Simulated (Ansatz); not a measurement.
# Si3N4: the cost of one run

Program: Ansatz 0.2.0. Level of theory: DFT, PBE, plane-wave PAW, default files, scalar-relativistic, frozen cores. These are calculated values, not measurements.

2 further runs of the same task are left out: 2 that didn't finish.

## 1. The structure to begin with

It takes space group I-43d (No. 220, cubic). The conventional cell has a = 6.475 Å, b = 6.475 Å, c = 6.475 Å, α = 90.00°, β = 90.00°, γ = 90.00°. Si (site symmetry -4) has 4 N at 1.75 Å as nearest neighbours. N (site symmetry 3) is surrounded by 3 Si at 1.75 Å.

Coordinates:

```cif
data_structure
_symmetry_space_group_name_H-M 'P 1'
_symmetry_Int_Tables_number 1
_cell_length_a 5.6073
_cell_length_b 5.6073
_cell_length_c 5.6073
_cell_angle_alpha 109.471
_cell_angle_beta 109.471
_cell_angle_gamma 109.471
_cell_volume 135.72
loop_
_atom_site_label
_atom_site_type_symbol
_atom_site_fract_x
_atom_site_fract_y
_atom_site_fract_z
_atom_site_occupancy
Si1 Si 0.25000 0.12500 0.87500 1
Si2 Si 0.87500 0.25000 0.12500 1
Si3 Si 0.75000 0.37500 0.62500 1
Si4 Si 0.62500 0.75000 0.37500 1
Si5 Si 0.12500 0.87500 0.25000 1
Si6 Si 0.37500 0.62500 0.75000 1
N1 N 0.56280 0.56280 0.56280 1
N2 N 0.43720 0.50000 0.00000 1
N3 N 0.50000 0.00000 0.93720 1
N4 N 0.00000 0.43720 0.50000 1
N5 N 0.93720 0.50000 0.00000 1
N6 N 0.06280 0.06280 0.06280 1
N7 N 0.00000 0.93720 0.50000 1
N8 N 0.50000 0.00000 0.43720 1
```

The earlier run gave: gap on the mesh 4.07 eV, largest force 0.021 eV/Å, pressure 1.9 GPa.

Like atoms gathered into sites:

```tsv
site	atoms	first shell	V_zz (10²¹ V/m²)	η	C_Q (MHz)
Si	1, 2, 3, 4, …	4 N at 1.75 Å	-0.077	0.00	–
N	7, 8, 9, 10, …	3 Si at 1.75 Å	-5.98	0.00	-2.96 (¹⁴N)
```

C_Q = eQV_zz/h, which is 24.18 MHz for Q = 1 b and V_zz = 10²¹ V/m²; η = (V_xx − V_yy)/V_zz. Quadrupole moments are those of Pyykkö's year-2017 table. A dash under C_Q marks elements without a common quadrupolar isotope.

## 2. Z stretched by -1 %, ions relaxed

The input, input.yaml:

```yaml
crystal:
  lattice:
    - [-3.23735, 3.23735, 3.2049765]
    - [3.23735, -3.23735, 3.2049765]
    - [3.23735, 3.23735, -3.2049765]
  atoms:
    - { symbol: Si, position: [0.25, 0.125, 0.875] }
    - { symbol: Si, position: [0.875, 0.25, 0.125] }
    - { symbol: Si, position: [0.75, 0.375, 0.625] }
    - { symbol: Si, position: [0.625, 0.75, 0.375] }
    - { symbol: Si, position: [0.125, 0.875, 0.25] }
    - { symbol: Si, position: [0.375, 0.625, 0.75] }
    - { symbol: "N", position: [0.5628, 0.5628, 0.5628] }
    - { symbol: "N", position: [0.4372, 0.5, 0.0] }
    - { symbol: "N", position: [0.5, 0.0, 0.9372] }
    - { symbol: "N", position: [0.0, 0.4372, 0.5] }
    - { symbol: "N", position: [0.9372, 0.5, 0.0] }
    - { symbol: "N", position: [0.0628, 0.0628, 0.0628] }
    - { symbol: "N", position: [0.0, 0.9372, 0.5] }
    - { symbol: "N", position: [0.5, 0.0, 0.4372] }
kpoints:
  mp_grid: { grid: [6, 6, 6] }
scf:
  occupations: { method: fermi_dirac, width: 0.02 }
hamiltonian:
  xc: pbe
  pseudopotentials: { kind: paw, frozen_core: stored }
output:
  forces: true
  stress: true
  populations: true
  efg: { quadrupole_moments_barn: { "N": 0.02044 } }
  write_density: true
  write_potential: true
  elf: true
  volumetric_format: npy
relax:
  f_tol: 0.02
  max_steps: 60
```

Launch:

```
$ ansatz run input.yaml --threads 4 --pin off --max-ram 8192MiB --backend cpu --events-out ev --progress --plain --runs-dir out
```

**Question.** How long does this run take on 4 threads of Intel Xeon Platinum 8488C (Sapphire Rapids), shared host, and how much memory does it need?

About 12 s, with a peak of 0.63 GiB.
